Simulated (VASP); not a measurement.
# AlP (F-43m) in VASP: single point with PBE

Aim: the single point of AlP with PBE.

Everything below comes from runs of VASP 6.6.1. Logs are shortened: lines on timing, memory, paths and dates and some standing lists are left out, and cuts for length are marked.

**What was measured.**

A printed reference work, data compilation reports, for a bulk crystal of AlP at 4.2 K: band gap 2.505 eV (indirect).

How close the calculation comes is told below.

### 1 The cell of the first run

The structure is cubic, space group F-43m (No. 216). Conventional cell: a = 5.451 Å, b = 5.451 Å, c = 5.451 Å, α = 90.00°, β = 90.00°, γ = 90.00°. Al (site symmetry -43m) has 4 P at 2.36 Å within 3.1 Å. P (site symmetry -43m) has 4 Al at 2.36 Å within 3.1 Å.

### 2 Single point, PBE

The input, INCAR:

```
SYSTEM = AlP
ALGO = Normal
EDIFF = 1E-6
ENCUT = 500
GGA = PE
GGA_COMPAT = .False.
ISIF = 2
ISMEAR = 0
LASPH = .True.
LCHARG = .False.
LREAL = .False.
LWAVE = .False.
NBANDS = 11
NELM = 120
PREC = Accurate
SIGMA = 0.01
```

The input, KPOINTS:

```
k-points
0
Gamma
  8 8 8
  0 0 0
```

The input, POSCAR:

```
AlP
1.0
    0.0000000000      2.7255000000      2.7255000000
    2.7255000000      0.0000000000      2.7255000000
    2.7255000000      2.7255000000      0.0000000000
Al P
1 1
Direct
    0.0000000000      0.0000000000      0.0000000000
    0.2500000000      0.2500000000      0.2500000000
```

Potentials or basis: VASP PAW PBE potentials, release 64 (Al, P).

Launch:

```
$ cat potpaw_PBE.64/Al/POTCAR potpaw_PBE.64/P/POTCAR > POTCAR
$ mpirun -np 1 vasp_std > vasp.out
```

OUTCAR:

```text
SYSTEM = AlP
   EDIFF = 1E-6
   ENCUT = 500
   GGA = PE
   ISIF = 2
   ISMEAR = 0
   LASPH = .True.
   LREAL = .False.
   NELM = 120
   PREC = Accurate

 ion  position               nearest neighbor table
   1  0.000  0.000  0.000-   2 2.36   2 2.36   2 2.36   2 2.36
   2  0.250  0.250  0.250-   1 2.36   1 2.36   1 2.36   1 2.36

  LATTYP: Found a face centered cubic cell.
 ALAT       =     5.4510000000

  Lattice vectors:

 A1 = (   0.0000000000,   2.7255000000,   2.7255000000)
 A2 = (   2.7255000000,   0.0000000000,   2.7255000000)
 A3 = (   2.7255000000,   2.7255000000,   0.0000000000)

Analysis of symmetry for initial positions (statically):
=====================================================================
 Subroutine PRICEL returns:
 Original cell was already a primitive cell.

 Routine SETGRP: Setting up the symmetry group for a
 face centered cubic supercell.

 Subroutine GETGRP returns: Found 24 space group operations
 (whereof 24 operations were pure point group operations)
 out of a pool of 48 trial point group operations.

The static configuration has the point symmetry T_d .

Analysis of symmetry for dynamics (positions and initial velocities):
=====================================================================
 Subroutine PRICEL returns:
 Original cell was already a primitive cell.

 Routine SETGRP: Setting up the symmetry group for a
 face centered cubic supercell.

 Subroutine GETGRP returns: Found 24 space group operations
 (whereof 24 operations were pure point group operations)
 out of a pool of 48 trial point group operations.

The dynamic configuration has the point symmetry T_d .

 Subroutine INISYM returns: Found 24 space group operations
 (whereof 24 operations are pure point group operations),
 and found     1 'primitive' translations

----------------------------------------------------------------------------------------

                                     Primitive cell

  volume of cell :      40.4919

  direct lattice vectors                    reciprocal lattice vectors
     0.000000000  2.725500000  2.725500000    -0.183452578  0.183452578  0.183452578
     2.725500000  0.000000000  2.725500000     0.183452578 -0.183452578  0.183452578
     2.725500000  2.725500000  0.000000000     0.183452578  0.183452578 -0.183452578

  length of vectors
     3.854439064  3.854439064  3.854439064     0.317749185  0.317749185  0.317749185

  position of ions in fractional coordinates (direct lattice)
     0.000000000  0.000000000  0.000000000
     0.250000000  0.250000000  0.250000000

  ion indices of the primitive-cell ions
   primitive index   ion index
                 1           1
                 2           2

----------------------------------------------------------------------------------------

 KPOINTS: k-points

Automatic generation of k-mesh.
 Grid dimensions read from file:
 generate k-points for:    8    8    8

 Generating k-lattice:

  Cartesian coordinates                     Fractional coordinates (reciprocal lattice)
    -0.022931572  0.022931572  0.022931572     0.125000000  0.000000000  0.000000000
     0.022931572 -0.022931572  0.022931572     0.000000000  0.125000000  0.000000000
     0.022931572  0.022931572 -0.022931572     0.000000000  0.000000000  0.125000000

  Length of vectors
     0.039718648  0.039718648  0.039718648

  Shift w.r.t. Gamma in fractional coordinates (k-lattice)
     0.000000000  0.000000000  0.000000000

 Subroutine IBZKPT returns following result:
 ===========================================

 Found     29 irreducible k-points:

 Following reciprocal coordinates:
            Coordinates               Weight
  0.000000  0.000000  0.000000      1.000000
  0.125000  0.000000  0.000000      8.000000
  0.250000  0.000000  0.000000      8.000000
  0.375000  0.000000  0.000000      8.000000
  0.500000  0.000000  0.000000      4.000000
  0.125000  0.125000  0.000000      6.000000
[... 16 lines left out ...]
  0.500000  0.250000  0.125000     48.000000
 -0.375000  0.250000  0.125000     24.000000
 [... further k-points ...]
   k-points           NKPTS =     29   k-points in BZ     NKDIM =     29   number of bands    NBANDS=     11
   number of dos      NEDOS =    301   number of ions     NIONS =      2
   total plane-waves  NPLWV =  21952
   dimension x,y,z NGX =    28 NGY =   28 NGZ =   28
   dimension x,y,z NGXF=    56 NGYF=   56 NGZF=   56
   ions per type =               1   1
   NGX,Y,Z   is equivalent  to a cutoff of  12.08, 12.08, 12.08 a.u.
   NGXF,Y,Z  is equivalent  to a cutoff of  24.15, 24.15, 24.15 a.u.
 SYSTEM =  AlP
   PREC   = accura    normal or accurate (medium, high low for compatibility)
   ISTART =      0    job   : 0-new  1-cont  2-samecut
   ICHARG =      2    charge: 1-file 2-atom 10-const
   ISPIN  =      1    spin polarized calculation?
   LNONCOLLINEAR =      F non collinear calculations
   LSORBIT =      F    spin-orbit coupling
   LASPH  =      T    aspherical Exc in radial PAW
   ENCUT  =  500.0 eV  36.75 Ry    6.06 a.u.   7.03  7.03  7.03*2*pi/ulx,y,z
   NELM   =    120;   NELMIN=  2; NELMDL= -5     # of ELM steps
   EDIFF  = 0.1E-05   stopping-criterion for ELM
   LREAL  =      F    real-space projection
[... 7 lines left out ...]
   TEBEG  =    0.0;   TEEND  =   0.0 temperature during run
   PSTRESS=    0.0 pullay stress
   NELECT =       8.0000    total number of electrons
   NUPDOWN=      -1.0000    fix difference up-down
   EMIN   =  10.00;   EMAX   =-10.00  energy-range for DOS
   EFERMI =   0.00;   METHOD = LEGACY
   ISMEAR =     0;   SIGMA  =   0.01  broadening in eV -4-tet -1-fermi 0-gaus
   EFERMI_NEDOS =   21; number of points for ismear=-14 and -15
   IALGO  =     38    algorithm
   IMIX   =      4    mixing-type and parameters
     AMIX     =   0.40;   BMIX     =  1.00
     AMIX_MAG =   1.60;   BMIX_MAG =  1.00
  volume/ion in A,a.u.               =      20.25       136.63
  Fermi-wavevector in a.u.,A,eV,Ry     =   0.953488  1.801831 12.369596  0.909140
  Thomas-Fermi vector in A             =   2.082148
   LORBIT       =      0    0 simple, 1 ext, 2 COOP (PROOUT), +10 PAW based schemes
   GGA     = PE    functional components
   LHFCALC =     F    Hartree Fock is set to
   AEXX    =    0.0000 exact exchange contribution
   IVDW    =     0    specifies the selected vdW correction
   LEPSILON=     F    determine dielectric tensor
   LRPA    =     F    only Hartree local field effects (RPA)
 non-spin polarized calculation
 Gauss-broadening in eV      SIGMA  =   0.01
  energy-cutoff  :      500.00
  volume of cell :       40.49
 maximum number of plane-waves:      1056
   NGX = 13   NGY = 13   NGZ = 13

 number of electron       8.0000000 magnetization

 Free energy of the ion-electron system (eV)
  ---------------------------------------------------
  ext. energy  EPLUGINS =         0.00000000
  ---------------------------------------------------
  free energy    TOTEN  =       -10.36676708 eV

  energy without entropy =      -10.36676708  energy(sigma->0) =      -10.36676708

 E-fermi :   4.7061     XC(G=0):  -9.2281

 val. band max:        4.6259410385   @ k =   0.0000   0.0000   0.0000
 cond. band min:       6.1953673863   @ k =   0.5000   0.5000   0.0000
 fundamental gap:      1.5694263479
 Fermi energy:         4.7061362714

 k-point     1 :       0.0000    0.0000    0.0000
  band No.  band energies     occupation
      1      -6.9079      2.00000
      2       4.6259      2.00000
      3       4.6259      2.00000
      4       4.6259      2.00000
      5       7.9743      0.00000
      6       9.1944      0.00000
      7       9.1944      0.00000
      8       9.1944      0.00000
      9      13.4664      0.00000
     10      13.4664      0.00000
     11      14.9517      0.00000

 k-point     2 :       0.1250    0.0000    0.0000
  band No.  band energies     occupation
      1      -6.7346      2.00000
      2       3.4017      2.00000
      3       4.4770      2.00000
      4       4.4770      2.00000
      5       8.3694      0.00000
      6       9.4792      0.00000
      7       9.4792      0.00000
      8       9.7406      0.00000
      9      12.9765      0.00000
     10      12.9765      0.00000
     11      15.5825      0.00000

 k-point     3 :       0.2500    0.0000    0.0000
  band No.  band energies     occupation
      1      -6.2465      2.00000
      2       1.4440      2.00000
      3       4.1815      2.00000
      4       4.1815      2.00000
      5       7.9748      0.00000
      6       9.7840      0.00000
      7       9.7840      0.00000
      8      11.5953      0.00000
      9      12.9577      0.00000
     10      12.9577      0.00000
     11      15.0230      0.00000

 k-point     4 :       0.3750    0.0000    0.0000
  band No.  band energies     occupation
      1      -5.5897      2.00000
      2      -0.2067      2.00000
      3       3.9454      2.00000
      4       3.9454      2.00000
      5       7.5961      0.00000
      6       9.5911      0.00000
      7       9.5911      0.00000
      8      12.8180      0.00000
      9      14.3585      0.00000
     10      14.3585      0.00000
     11      15.3087      0.00000
[... 239 lines left out ...]
 k-point    22 :       0.3750    0.2500    0.1250
  band No.  band energies     occupation
      1      -5.8331      2.00000
      2       1.1219      2.00000
      3       2.7212      2.00000
      4       3.7086      2.00000
      5       8.4877      0.00000
      6       9.4795      0.00000
      7      10.0807      0.00000
      8      11.4588      0.00000
      9      13.0010      0.00000
     10      15.4524      0.00000
     11      17.5896      0.00000

 k-point    23 :       0.5000    0.2500    0.1250
  band No.  band energies     occupation
      1      -5.2313      2.00000
      2       0.0031      2.00000
      3       2.1546      2.00000
      4       3.3231      2.00000
      5       8.5872      0.00000
      6       9.4366      0.00000
      7      10.6826      0.00000
      8      11.7549      0.00000
      9      14.1365      0.00000
     10      16.0073      0.00000
     11      17.4866      0.00000

 k-point    24 :      -0.3750    0.2500    0.1250
  band No.  band energies     occupation
      1      -4.9012      2.00000
      2      -0.5613      2.00000
      3       2.0205      2.00000
      4       3.1345      2.00000
      5       8.5833      0.00000
      6       9.1705      0.00000
      7      11.5364      0.00000
      8      12.3525      0.00000
      9      13.6537      0.00000
     10      16.1191      0.00000
     11      17.4032      0.00000

 [... further k-points ...]

------------------------ aborting loop because EDIFF is reached ----------------------------------------

  FORCE on cell =-STRESS in cart. coord.  units (eV):
  Direction    XX          YY          ZZ          XY          YZ          ZX
  --------------------------------------------------------------------------------------
  -------------------------------------------------------------------------------------
  Total        0.6671090      0.6671090      0.6671090     -0.0000000      0.0000000     -0.0000000
  in kB       26.3960440     26.3960440     26.3960440     -0.0000000      0.0000000     -0.0000000
  external PRESSURE =      26.3960440 kB  Pullay stress =       0.0000000 kB

 VOLUME and BASIS-vectors are now :
 -----------------------------------------------------------------------------
  energy-cutoff  :      500.00
  volume of cell :       40.49
      direct lattice vectors                 reciprocal lattice vectors
     0.000000000  2.725500000  2.725500000    -0.183452578  0.183452578  0.183452578
     2.725500000  0.000000000  2.725500000     0.183452578 -0.183452578  0.183452578
     2.725500000  2.725500000  0.000000000     0.183452578  0.183452578 -0.183452578

 POSITION                                       TOTAL-FORCE (eV/Angst)
 -----------------------------------------------------------------------------------
      0.00000      0.00000      0.00000         0.000000      0.000000      0.000000
      1.36275      1.36275      1.36275        -0.000000     -0.000000     -0.000000
 -----------------------------------------------------------------------------------
    total drift:                               -0.000000     -0.000000     -0.000000

  FREE ENERGIE OF THE ION-ELECTRON SYSTEM (eV)
  ---------------------------------------------------
  free  energy   TOTEN  =       -10.3667670760 eV

  energy  without entropy=      -10.3667670760  energy(sigma->0) =      -10.36676708
```

Run time: 19 s. Hardware: 1 thread of Intel Xeon 8259CL, shared host; peak memory 0.15 GiB.

What came out:

```
Free energy            : -10.3668 eV
Pressure               : 2.6 GPa
Band gap on the k mesh : 1.57 eV, indirect (least direct gap 3.35 eV)
```

### 3 Against experiment

Step 2. A measured gap of AlP is 2.505 eV (indirect; 4.2 K; a printed reference work, data compilation); the calculated 1.57 eV misses it by -0.94 eV. The value is that of PBE on a finite k mesh, which can miss the band edges, without temperature or zero-point motion. Semilocal functionals fall short of measured gaps as a rule.
